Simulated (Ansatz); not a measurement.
# Rhodium, omega (AlB2-type) under RPBE: structure, energy and stiffness

The plan for rhodium in the omega (AlB2-type) structure: relax it, solve it on a dense k-mesh, then scale the cell to 7 volumes from 88 to 112 % of the relaxed one and try a fit of the equation of state. Spin polarisation is left out. The k-meshes are 9×9×12 for the relaxation; 11×11×15 for the dense run; 9×9×13 for the volumes.

Computed with Ansatz 0.2.0 (DFT RPBE, plane waves (420 eV) with PAW, scalar-relativistic; PBE-made PAW files, unless a step says otherwise).

## Step 1: Starting point

Symmetry: P6/mmm, No. 191, hexagonal system. Conventional cell: a = 4.267 Å, b = 4.267 Å, c = 2.616 Å, α = 90.00°, β = 90.00°, γ = 120.00°. Rh (site symmetry 6/mmm) has 14 Rh at 2.62 to 2.79 Å as nearest neighbours. Rh (site symmetry -6m2) has 11 Rh at 2.46 to 2.79 Å as nearest neighbours.

Coordinates:

```
Rh
1.0
     4.26738    0.00000    0.00000
    -2.13369    3.69566    0.00000
     0.00000    0.00000    2.61590
Rh
3
Direct
  0.00000 0.00000 0.00000
  0.33333 0.66667 0.50000
  0.66667 0.33333 0.50000
```

## Step 2: Geometry optimisation

input.yaml reads:

```yaml
crystal:
  lattice:
    - [4.2673781655, 0.0, 0.0]
    - [-2.1336890828, 3.6956578989, 0.0]
    - [0.0, 0.0, 2.6159028155]
  atoms:
    - { symbol: Rh, position: [0.0, 0.0, 0.0] }
    - { symbol: Rh, position: [0.3333333333, 0.6666666667, 0.5] }
    - { symbol: Rh, position: [0.6666666667, 0.3333333333, 0.5] }
hamiltonian:
  xc: rpbe
  pseudopotentials:
    kind: paw
    azcp:
      Rh: "pseudopotentials/Rh.paw.azcp"
basis:
  ecutwfc: 420
  fft_grid_basis: typed
kpoints:
  mp_grid: { grid: [9, 9, 12], shift: [0, 0, 0] }
magnetization:
  spin_polarized: false
scf:
  occupations: { method: fermi_dirac, width: 0.1 }
relax:
  max_steps: 60
  f_tol: 0.01
  cell: {}
```

Standard output:

```text
Warning: RAYON_NUM_THREADS=2 ignored (pool sized by the plan → 2); use --threads N
Engine: ansatz 0.2.0, x86_64-unknown-linux-gnu
Pseudopotentials: kind: paw
Pseudopotential: Rh, paw, valence charge 17, recommended cutoff 420 eV (normal), <dir>
Functional definition: RPBE
  parameter kappa = 0.804
  parameter beta = 0.06672455060314922
  exchange = rpbe_x(kappa = kappa, mu = beta*pi^2/3)
  correlation = pbe_c(beta = beta)
Crystal: 3 atoms, lattice volume = 41.255 Å³
Basis set: ecut = 420 eV, 795 PW (Γ), exchange–correlation on 60×60×36 points (8 copies of the dense FFT grid, shifted against one another)
Bands: 31, of which v1, the nominal top of the filled ones, is band 26 counted from 1 (25 counted from 0)
Symmetry: 24 space group operations
Space group: P6/mmm (ITA 191), of the structure as read, at distance tolerance 3.5e-5 Å
k-points: 84 of 972
Non-local potential: Rh, projectors of the file, l = 0: 3, l = 1: 2, l = 2: 2, l = 3: 1
PAW form: soft (Blöchl's): semilocal exchange-correlation on the pseudo side does not see the compensation charge
PAW frozen core: Rh, regenerated for the run's functional, and the local potential with it (the file was generated under x = pbe(κ = 0.804, μ = 0.2195149727645171), c = pbe(β = 0.06672455060314922))
PAW one-centre angular grid: Rh, 590 points (default); XC on 64 Gauss nodes
Initial density: superposition of atomic densities (neutral atoms: chi_scale 0, normalization atom), corrected by the library's trained network
Initial wavefunctions: pseudopotential atomic-orbital guess
Functional: x = rpbe, c = pbe(β = 0.06672455060314922)
SCF iter   1: F=—  HF=-19230.405764 eV  |F-HF|=—  |Δ(HF+E_count)|=         —  Δρ=9.73e-3  dr2=1.50e-2  ethr=1.77e-3  ⟨swp⟩=5.1  Hψ=9048  notcnv=0
preconditioner: auto → none  [metal: Δε(μ)=0.013 eV  Ē_g=6.896 eV  σ=0.100 eV  W_gap=0.03  n_scr=8 (ndim 8)  ℏωp=30.0 eV  f_vac=0.000  D(μ)=5.50/eV (n_scr^D=70)  sad-step TF]
SCF iter   2: F=—  HF=-19230.408403 eV  |F-HF|=—  |Δ(HF+E_count)|=   2.64e-3  Δρ=5.31e-3  dr2=8.20e-3  ethr=2.95e-5  ⟨swp⟩=1.9  Hψ=4000  notcnv=0
SCF iter   3: F=—  HF=-19230.408939 eV  |F-HF|=—  |Δ(HF+E_count)|=   5.35e-4  Δρ=8.43e-4  dr2=3.52e-4  ethr=1.61e-5  ⟨swp⟩=1.0  Hψ=2631  notcnv=0
SCF iter   4: F=—  HF=-19230.408967 eV  |F-HF|=—  |Δ(HF+E_count)|=   2.80e-5  Δρ=3.47e-4  dr2=3.54e-5  ethr=6.91e-7  ⟨swp⟩=2.3  Hψ=4242  notcnv=0
SCF iter   5: F=—  HF=-19230.408960 eV  |F-HF|=—  |Δ(HF+E_count)|=   7.06e-6  Δρ=4.70e-5  dr2=4.62e-7  ethr=6.95e-8  ⟨swp⟩=2.5  Hψ=4328  notcnv=0
SCF iter   6: F=-19230.408960 eV  HF=-19230.408960 eV  |F-HF|=8.37e-9  |Δ(HF+E_count)|=   1.74e-8  Δρ=9.56e-6  dr2=8.18e-9  ethr=1.96e-10  ⟨swp⟩=4.0  Hψ=8578  notcnv=0
SCF 1 converged in 6 iterations: F = -19230.408960 eV  dr2 = 8.18e-9
relax step   1: F+E_penalty+E_count = -19230.40895978 eV  Δ(F+E_penalty+E_count) = +0.000e0 eV  max|allowed force component| = 2.197e-17 eV/Å  Δτ_max = 0.0000 Å  P = +18.413 GPa  Ω = 41.255 Å³  (6 SCF iters, dr2 threshold 1.00e-7 eV, accepted)
Crystal: 3 atoms, lattice volume = 46.399 Å³
Basis set: ecut = 420 eV, 939 PW (Γ), exchange–correlation on 60×60×36 points (8 copies of the dense FFT grid, shifted against one another)
Initial density: handed on by an earlier stage of this run
Initial wavefunctions: those handed on with the density
iter 1 solved again at ethr=1.28e-4 eV; its pass at ethr=3.10e-3 eV (dr2=6.50e-2 eV) is discarded
SCF iter   1: F=—  HF=-19230.513149 eV  |F-HF|=—  |Δ(HF+E_count)|=         —  Δρ=1.19e-2  dr2=6.64e-2  ethr=1.28e-4  ⟨swp⟩=1.0  Hψ=11934  notcnv=0
preconditioner: auto → none  [metal: Δε(μ)=0.006 eV  Ē_g=6.011 eV  σ=0.100 eV  W_gap=0.01  n_scr=8 (ndim 8)  ℏωp=28.3 eV  f_vac=0.000  D(μ)=6.82/eV (n_scr^D=112)]
SCF iter   2: F=—  HF=-19230.500293 eV  |F-HF|=—  |Δ(HF+E_count)|=   1.29e-2  Δρ=3.76e-3  dr2=3.64e-3  ethr=1.28e-4  ⟨swp⟩=2.0  Hψ=3806  notcnv=0
SCF iter   3: F=—  HF=-19230.500592 eV  |F-HF|=—  |Δ(HF+E_count)|=   2.99e-4  Δρ=1.43e-3  dr2=5.71e-4  ethr=7.15e-6  ⟨swp⟩=1.0  Hψ=2604  notcnv=0
SCF iter   4: F=—  HF=-19230.500676 eV  |F-HF|=—  |Δ(HF+E_count)|=   8.38e-5  Δρ=1.29e-4  dr2=6.70e-6  ethr=1.12e-6  ⟨swp⟩=2.0  Hψ=3733  notcnv=0
SCF iter   5: F=—  HF=-19230.500515 eV  |F-HF|=—  |Δ(HF+E_count)|=   1.61e-4  Δρ=4.27e-5  dr2=4.04e-7  ethr=1.31e-8  ⟨swp⟩=1.3  Hψ=3089  notcnv=0
SCF iter   6: F=-19230.500515 eV  HF=-19230.500515 eV  |F-HF|=2.19e-8  |Δ(HF+E_count)|=   7.14e-8  Δρ=1.40e-5  dr2=3.45e-8  ethr=5.88e-10  ⟨swp⟩=4.0  Hψ=8224  notcnv=0
SCF 2 converged in 6 iterations: F = -19230.500515 eV  dr2 = 3.45e-8
relax step   2: F+E_penalty+E_count = -19230.50051470 eV  Δ(F+E_penalty+E_count) = -9.155e-2 eV  max|allowed force component| = 2.621e-17 eV/Å  Δτ_max = 0.0000 Å  P = -9.134 GPa  Ω = 46.399 Å³  energy of the carried Pulay correction = -4.549e-3 eV  (6 SCF iters, dr2 threshold 3.00e-7 eV, accepted)
Crystal: 3 atoms, lattice volume = 44.555 Å³
Basis set: ecut = 420 eV, 903 PW (Γ), exchange–correlation on 60×60×36 points (8 copies of the dense FFT grid, shifted against one another)
iter 1 solved again at ethr=1.70e-5 eV; its pass at ethr=3.10e-3 eV (dr2=8.68e-3 eV) is discarded
SCF iter   1: F=—  HF=-19230.566728 eV  |F-HF|=—  |Δ(HF+E_count)|=         —  Δρ=4.26e-3  dr2=7.93e-3  ethr=1.70e-5  ⟨swp⟩=1.0  Hψ=11576  notcnv=0
preconditioner: auto → none  [metal: Δε(μ)=0.011 eV  Ē_g=6.302 eV  σ=0.100 eV  W_gap=0.03  n_scr=8 (ndim 8)  ℏωp=28.9 eV  f_vac=0.000  D(μ)=6.22/eV (n_scr^D=112)]
SCF iter   2: F=—  HF=-19230.564992 eV  |F-HF|=—  |Δ(HF+E_count)|=   1.74e-3  Δρ=1.27e-3  dr2=3.72e-4  ethr=1.55e-5  ⟨swp⟩=2.0  Hψ=3621  notcnv=0
SCF iter   3: F=—  HF=-19230.565009 eV  |F-HF|=—  |Δ(HF+E_count)|=   1.71e-5  Δρ=4.94e-4  dr2=5.75e-5  ethr=7.30e-7  ⟨swp⟩=1.0  Hψ=2604  notcnv=0
SCF iter   4: F=—  HF=-19230.564919 eV  |F-HF|=—  |Δ(HF+E_count)|=   9.04e-5  Δρ=4.01e-5  dr2=6.41e-7  ethr=1.13e-7  ⟨swp⟩=1.9  Hψ=4320  notcnv=0
iter 5 did not close the SCF: its close was put off for the readings that it lacked (scf_convergence_deferred on its scf_iter line)
SCF iter   5: F=-19230.564919 eV  HF=-19230.564919 eV  |F-HF|=1.48e-8  |Δ(HF+E_count)|=   5.41e-8  Δρ=1.33e-5  dr2=3.65e-8  ethr=1.26e-9  ⟨swp⟩=1.2  Hψ=2785  notcnv=0
SCF iter   6: F=-19230.564919 eV  HF=-19230.564919 eV  |F-HF|=4.66e-10  |Δ(HF+E_count)|=   5.23e-9  Δρ=2.32e-6  dr2=7.76e-10  ethr=7.16e-11  ⟨swp⟩=1.8  Hψ=7826  notcnv=0
SCF 3 converged in 6 iterations: F = -19230.564919 eV  dr2 = 7.76e-10
relax step   3: F+E_penalty+E_count = -19230.56491887 eV  Δ(F+E_penalty+E_count) = -6.440e-2 eV  max|allowed force component| = 2.467e-17 eV/Å  Δτ_max = 0.0000 Å  P = -1.443 GPa  Ω = 44.555 Å³  energy of the carried Pulay correction = -2.983e-3 eV  (6 SCF iters, dr2 threshold 3.00e-7 eV, accepted)
Crystal: 3 atoms, lattice volume = 44.224 Å³
iter 1 solved again at ethr=4.61e-7 eV; its pass at ethr=3.10e-3 eV (dr2=2.35e-4 eV) is discarded
SCF iter   1: F=—  HF=-19230.566699 eV  |F-HF|=—  |Δ(HF+E_count)|=         —  Δρ=7.58e-4  dr2=2.46e-4  ethr=4.61e-7  ⟨swp⟩=2.0  Hψ=11583  notcnv=0
preconditioner: auto → none  [metal: Δε(μ)=0.006 eV  Ē_g=6.351 eV  σ=0.100 eV  W_gap=0.02  n_scr=8 (ndim 8)  ℏωp=29.0 eV  f_vac=0.000  D(μ)=6.18/eV (n_scr^D=112)]
SCF iter   2: F=—  HF=-19230.566564 eV  |F-HF|=—  |Δ(HF+E_count)|=   1.36e-4  Δρ=2.37e-4  dr2=1.22e-5  ethr=4.61e-7  ⟨swp⟩=2.0  Hψ=3700  notcnv=0
SCF iter   3: F=—  HF=-19230.566564 eV  |F-HF|=—  |Δ(HF+E_count)|=   6.05e-7  Δρ=8.98e-5  dr2=1.98e-6  ethr=2.40e-8  ⟨swp⟩=1.0  Hψ=2604  notcnv=0
iter 4 did not close the SCF: its close was put off for the readings that it lacked (scf_convergence_deferred on its scf_iter line)
SCF iter   4: F=-19230.566564 eV  HF=-19230.566564 eV  |F-HF|=1.48e-8  |Δ(HF+E_count)|=   2.39e-7  Δρ=7.70e-6  dr2=2.29e-8  ethr=3.88e-9  ⟨swp⟩=2.1  Hψ=3824  notcnv=0
iter 5 did not close the SCF: its close was put off for the readings that it lacked (scf_convergence_deferred on its scf_iter line)
SCF iter   5: F=-19230.566564 eV  HF=-19230.566564 eV  |F-HF|=3.67e-10  |Δ(HF+E_count)|=   4.09e-9  Δρ=2.21e-6  dr2=9.36e-10  ethr=4.49e-11  ⟨swp⟩=2.2  Hψ=4213  notcnv=0
SCF iter   6: F=-19230.566564 eV  HF=-19230.566564 eV  |F-HF|=1.46e-11  |Δ(HF+E_count)|=  1.13e-10  Δρ=3.87e-7  dr2=2.23e-11  ethr=1.83e-12  ⟨swp⟩=1.0  Hψ=7739  notcnv=0
SCF 4 converged in 6 iterations: F = -19230.566564 eV  dr2 = 2.23e-11
relax step   4: F+E_penalty+E_count = -19230.56656438 eV  Δ(F+E_penalty+E_count) = -1.646e-3 eV  max|allowed force component| = 1.156e-17 eV/Å  Δτ_max = 0.0000 Å  P = +0.157 GPa  Ω = 44.224 Å³  energy of the carried Pulay correction = -2.696e-3 eV  (6 SCF iters, dr2 threshold 3.00e-7 eV, accepted)
Crystal: 3 atoms, lattice volume = 44.256 Å³
iter 1 solved again at ethr=4.98e-9 eV; its pass at ethr=3.10e-3 eV (dr2=2.54e-6 eV) is discarded
SCF iter   1: F=—  HF=-19230.566636 eV  |F-HF|=—  |Δ(HF+E_count)|=         —  Δρ=7.92e-5  dr2=2.52e-6  ethr=4.98e-9  ⟨swp⟩=2.0  Hψ=11296  notcnv=0
preconditioner: auto → none  [metal: Δε(μ)=0.006 eV  Ē_g=6.346 eV  σ=0.100 eV  W_gap=0.02  n_scr=8 (ndim 8)  ℏωp=29.0 eV  f_vac=0.000  D(μ)=6.19/eV (n_scr^D=112)]
SCF iter   2: F=—  HF=-19230.566551 eV  |F-HF|=—  |Δ(HF+E_count)|=   8.46e-5  Δρ=2.51e-5  dr2=1.42e-7  ethr=4.93e-9  ⟨swp⟩=2.0  Hψ=3686  notcnv=0
iter 3 did not close the SCF: its close was put off for the readings that it lacked (scf_convergence_deferred on its scf_iter line)
SCF iter   3: F=-19230.566551 eV  HF=-19230.566551 eV  |F-HF|=5.05e-9  |Δ(HF+E_count)|=   4.90e-9  Δρ=9.06e-6  dr2=2.23e-8  ethr=2.79e-10  ⟨swp⟩=1.0  Hψ=2614  notcnv=0
iter 4 did not close the SCF: its close was put off for the readings that it lacked (scf_convergence_deferred on its scf_iter line)
SCF iter   4: F=-19230.566551 eV  HF=-19230.566551 eV  |F-HF|=1.27e-10  |Δ(HF+E_count)|=   2.17e-9  Δρ=9.39e-7  dr2=2.47e-10  ethr=4.37e-11  ⟨swp⟩=2.3  Hψ=3869  notcnv=0
iter 5 did not close the SCF: its close was put off for the readings that it lacked (scf_convergence_deferred on its scf_iter line)
SCF iter   5: F=-19230.566551 eV  HF=-19230.566551 eV  |F-HF|=3.64e-12  |Δ(HF+E_count)|=  3.64e-11  Δρ=3.09e-7  dr2=1.49e-11  ethr=1.00e-12  ⟨swp⟩=1.9  Hψ=4207  notcnv=0
SCF iter   6: F=-19230.566551 eV  HF=-19230.566551 eV  |F-HF|=0.00e0  |Δ(HF+E_count)|=  3.64e-12  Δρ=7.27e-8  dr2=1.25e-12  ethr=1.00e-12  ⟨swp⟩=1.0  Hψ=5544  notcnv=0
SCF 5 converged in 6 iterations: F = -19230.566551 eV  dr2 = 1.25e-12
relax step   5: F+E_penalty+E_count = -19230.56655147 eV  Δ(F+E_penalty+E_count) = +1.291e-5 eV  max|allowed force component| = 1.388e-17 eV/Å  Δτ_max = 0.0000 Å  P = -0.003 GPa  Ω = 44.256 Å³  energy of the carried Pulay correction = -2.724e-3 eV  (6 SCF iters, dr2 threshold 7.29e-8 eV, accepted)
Initial wavefunctions: pseudopotential atomic-orbital guess (no wavefunctions were taken with the density)
iter 1 solved again at ethr=6.75e-8 eV; its pass at ethr=3.10e-3 eV (dr2=3.44e-5 eV) is discarded
SCF iter   1: F=—  HF=-19230.567733 eV  |F-HF|=—  |Δ(HF+E_count)|=         —  Δρ=1.04e-3  dr2=1.33e-5  ethr=6.75e-8  ⟨swp⟩=3.0  Hψ=15528  notcnv=0
SCF iter   2: F=—  HF=-19230.568654 eV  |F-HF|=—  |Δ(HF+E_count)|=   9.21e-4  Δρ=5.18e-4  dr2=3.03e-6  ethr=2.61e-8  ⟨swp⟩=1.0  Hψ=2604  notcnv=0
SCF iter   3: F=—  HF=-19230.568979 eV  |F-HF|=—  |Δ(HF+E_count)|=   3.25e-4  Δρ=3.12e-5  dr2=6.15e-8  ethr=5.94e-9  ⟨swp⟩=2.6  Hψ=4754  notcnv=0
SCF iter   4: F=—  HF=-19230.568980 eV  |F-HF|=—  |Δ(HF+E_count)|=   9.25e-7  Δρ=5.96e-6  dr2=3.23e-9  ethr=1.21e-10  ⟨swp⟩=2.3  Hψ=4329  notcnv=0
SCF iter   5: F=—  HF=-19230.568980 eV  |F-HF|=—  |Δ(HF+E_count)|=   1.71e-8  Δρ=1.25e-6  dr2=3.60e-10  ethr=6.34e-12  ⟨swp⟩=2.5  Hψ=4604  notcnv=0
SCF iter   6: F=-19230.568980 eV  HF=-19230.568980 eV  |F-HF|=7.28e-12  |Δ(HF+E_count)|=  5.75e-10  Δρ=2.23e-7  dr2=2.30e-11  ethr=1.00e-12  ⟨swp⟩=4.0  Hψ=11347  notcnv=0
SCF 6 converged in 6 iterations: F = -19230.568980 eV  dr2 = 2.30e-11
relax step   6: F+E_penalty+E_count = -19230.56898034 eV  Δ(F+E_penalty+E_count) = -2.429e-3 eV  max|allowed force component| = 1.581e-17 eV/Å  Δτ_max = 0.0000 Å  P = -0.026 GPa  Ω = 44.256 Å³  stress off target by 3.67e-2 GPa  SCF on the basis re-selected at this cell (its energy is not comparable with the rows above)  (6 SCF iters)
basis re-selected at this cell: Δ(F+E_penalty+E_count) = -2.429e-3 eV, ΔP = -0.023 GPa vs the last step (what re-selecting the basis moved, of the pressure what is left beyond the Pulay correction that the steps carried, after the strain that the cell walked since its last selection, with what the two solves' SCF thresholds leave and, on support functions, any second-order correction that the steps lacked; it is no measure of the basis error at this ecutwfc). This SCF's stress stands 3.67e-2 GPa from its target on what of the cell is left free (relax.cell.stress_tol is 5.00e-2 GPa) and its largest allowed force component is 1.58e-17 eV/Å (relax.f_tol is 1.00e-2 eV/Å): within both
SCF converged after 6 iterations
Free energy (F): -19230.568980 eV
Harris-Foulkes:  -19230.568980 eV  (|F-HF|=7.28e-12)
Internal energy: -19230.367288 eV  (E = F + TS)
E sigma→0 (E₀):  -19230.468134 eV
Entropy (-TS):   -0.201693 eV (-67.231 meV/atom)
Fermi energy:    20.566197 eV
--- Per-component energies (eV) ---
  E_band       = -335.524648
  E_kinetic    = 1716.633265
  E_local      = -4976.593405  (includes V_loc(G=0)·N_el)
  E_nonlocal   = 1063.205258
  E_hartree    = 1753.220288
  E_xc         = -664.402176
  E_vxc        = -832.816241  (∫ρ·V_xc dr)
  E_paw        = -10783.408723  (= ΣΔE_a)
  E_vpaw       = -812.397007  (= ΣTr[D̂ρ^β])
  E_aug_tail   = 0.002747  (compensation charges beyond the density's cutoff)
  E_ewald      = -7338.712210
  E_core_change = -0.312333  (= ΣΔE_core)
  E_smearing   = -0.201693  (= −TS)
  E_closure    = -0.000000  (closes the sum)
  Σ components = -19230.568980   (vs F -19230.568980, Δ=0.00e0)
--- Forces (eV/Å), atoms counted from 1 ---
  atom   1  Rh    -0.00000000     0.00000000     0.00000000
  atom   2  Rh     0.00000000     0.00000000    -0.00000000
  atom   3  Rh    -0.00000000    -0.00000000     0.00000000
  max |Σ_I F_I| component: 1.16e-18 eV/Å
--- Stress (GPa, compression-positive) ---
       -0.036652       0.000000       0.000000
        0.000000      -0.036652       0.000000
        0.000000       0.000000      -0.004554
  P = ⅓ Tr σ = -0.0260 GPa (-0.260 kbar)
--- Relaxed structure (5 steps of the walk, 5 accepted, 1 SCFs on fresh bases) ---
  F+E_penalty+E_count = -19230.56898034 eV   max|allowed force component| = 1.581e-17 eV/Å   (the final SCF, on the basis selected at the relaxed cell)
  cell:  # Å, volume = 44.2559 Å³
    - [4.366331484569359, 2.95368975555865e-11, 0.0]
    - [-2.183165742310259, 3.7813539869661175, 0.0]
    - [0.0, 0.0, 2.6804489287118214]
  atoms:
    - { symbol: Rh, position: [1.5832908487107256e-34, 8.504603940866289e-35, 0.0] }
    - { symbol: Rh, position: [0.33333333333333337, 0.6666666666666667, 0.5000000000000001] }
    - { symbol: Rh, position: [0.6666666666666667, 0.33333333333333337, 0.5000000000000001] }
```

Wall time 6.7 s (2 threads of an x86-64 CPU, shared host); peak memory 0.41 GiB.

The walk, from the log:

| step | energy change (meV/atom) | largest force (eV/Å) | pressure (GPa) | volume (Å³/atom) |
| --- | --- | --- | --- | --- |
| 1 | 0.00 | 0.0000 | 18.41 | 13.752 |
| 2 | -30.52 | 0.0000 | -9.13 | 15.466 |
| 3 | -51.99 | 0.0000 | -1.44 | 14.852 |
| 4 | -52.53 | 0.0000 | 0.16 | 14.741 |
| 5 | -52.53 | 0.0000 | 0.00 | 14.752 |
| 6 | -53.34 | 0.0000 | -0.03 | 14.752 |

Steps that repeat a cell are solved on a basis chosen anew, so their changes of energy are no gain of the relaxation.

Changes in the cell that was computed:

|  | before | after | change |
| --- | --- | --- | --- |
| a (Å) | 4.267 | 4.366 | +2.3 % |
| b (Å) | 4.267 | 4.366 | +2.3 % |
| c (Å) | 2.616 | 2.680 | +2.5 % |
| volume (Å³/atom) | 13.752 | 14.752 | +7.3 % |
| shortest distance (Å) | 2.464 | 2.521 | +2.3 % |
| space group (spins left aside) | P6/mmm | P6/mmm | same |

## Step 3: Single point on a dense mesh

input.yaml reads:

```yaml
crystal:
  lattice:
    - [4.3663314846, 0.0, 0.0]
    - [-2.1831657423, 3.781353987, 0.0]
    - [0.0, 0.0, 2.6804489287]
  atoms:
    - { symbol: Rh, position: [0.0, 0.0, 0.0] }
    - { symbol: Rh, position: [0.3333333333, 0.6666666667, 0.5] }
    - { symbol: Rh, position: [0.6666666667, 0.3333333333, 0.5] }
hamiltonian:
  xc: rpbe
  pseudopotentials:
    kind: paw
    azcp:
      Rh: "pseudopotentials/Rh.paw.azcp"
basis:
  ecutwfc: 420
  fft_grid_basis: typed
kpoints:
  mp_grid: { grid: [11, 11, 15], shift: [0, 0, 0] }
magnetization:
  spin_polarized: false
scf:
  occupations: { method: fermi_dirac, width: 0.1 }
```

Standard output, shortened:

```text
Warning: RAYON_NUM_THREADS=2 ignored (pool sized by the plan → 2); use --threads N
[...]
[... 3 set-up lines as earlier in the session ...]
[...]
Crystal: 3 atoms, lattice volume = 44.256 Å³
Basis set: ecut = 420 eV, 903 PW (Γ)
Bands: 31, of which v1, the nominal top of the filled ones, is band 26 counted from 1 (25 counted from 0)
[... 2 set-up lines as earlier in the session ...]
k-points: 128 of 1815
[...]
SCF iter   1: F=—  HF=-19230.568440 eV  |F-HF|=—  |Δ(HF+E_count)|=         —  Δρ=8.84e-3  dr2=2.08e-2  ethr=1.77e-3  ⟨swp⟩=5.0  Hψ=13346  notcnv=0
[...]
SCF iter   6: F=-19230.571062 eV  HF=-19230.571062 eV  |F-HF|=6.02e-9  |Δ(HF+E_count)|=   8.39e-8  Δρ=1.32e-5  dr2=3.27e-8  ethr=1.96e-10  ⟨swp⟩=2.4  Hψ=7964  notcnv=0
[...]
SCF converged after 6 iterations
Free energy (F): -19230.571062 eV
[...]
E sigma→0 (E₀):  -19230.471124 eV
Entropy (-TS):   -0.199878 eV (-66.626 meV/atom)
Fermi energy:    20.564912 eV
[...]
```

Wall time 1.5 s (2 threads of an x86-64 CPU, shared host); peak memory 0.41 GiB.

## Step 4: The cell scaled to 88 % of its volume

input.yaml: that of step 3 with these lines changed.

```diff
@@ -2,5 +2,5 @@
   lattice:
-    - [4.3663314846, 0.0, 0.0]
-    - [-2.1831657423, 3.781353987, 0.0]
-    - [0.0, 0.0, 2.6804489287]
+    - [4.1841854755, 0.0, 0.0]
+    - [-2.0920927378, 3.6236109159, 0.0]
+    - [0.0, 0.0, 2.5686312446]
   atoms:
@@ -19,3 +19,3 @@
 kpoints:
-  mp_grid: { grid: [11, 11, 15], shift: [0, 0, 0] }
+  mp_grid: { grid: [9, 9, 13], shift: [0, 0, 0] }
 magnetization:
@@ -24 +24,4 @@
   occupations: { method: fermi_dirac, width: 0.1 }
+  lower_state_search: "off"
+output:
+  stress: true
```

Standard output, shortened:

```text
Warning: RAYON_NUM_THREADS=2 ignored (pool sized by the plan → 2); use --threads N
[...]
[... 3 set-up lines as earlier in the session ...]
[...]
Crystal: 3 atoms, lattice volume = 38.945 Å³
Basis set: ecut = 420 eV, 747 PW (Γ)
Bands: 31, of which v1, the nominal top of the filled ones, is band 26 counted from 1 (25 counted from 0)
[... 1 set-up line as earlier in the session ...]
Space group: P6/mmm (ITA 191), of the structure as read, at distance tolerance 3.4e-5 Å
k-points: 84 of 1053
[...]
SCF iter   1: F=—  HF=-19230.010479 eV  |F-HF|=—  |Δ(HF+E_count)|=         —  Δρ=1.01e-2  dr2=1.31e-2  ethr=1.77e-3  ⟨swp⟩=5.2  Hψ=9287  notcnv=0
[...]
SCF iter   6: F=-19230.013784 eV  HF=-19230.013784 eV  |F-HF|=1.78e-8  |Δ(HF+E_count)|=   8.39e-8  Δρ=1.12e-5  dr2=2.85e-8  ethr=1.96e-10  ⟨swp⟩=4.0  Hψ=8566  notcnv=0
[...]
SCF converged after 6 iterations
Free energy (F): -19230.013784 eV
[...]
E sigma→0 (E₀):  -19229.933837 eV
Entropy (-TS):   -0.159895 eV (-53.298 meV/atom)
Fermi energy:    24.228083 eV
[...]
--- Stress (GPa, compression-positive) ---
       40.281854       0.000000       0.000000
        0.000000      40.281854       0.000000
        0.000000       0.000000      36.112060
  P = ⅓ Tr σ = 38.8919 GPa (388.919 kbar)
```

It took 1.2 s on 2 threads of an x86-64 CPU, shared host; peak memory 0.38 GiB.

(Part 1 of 2 ends here.)
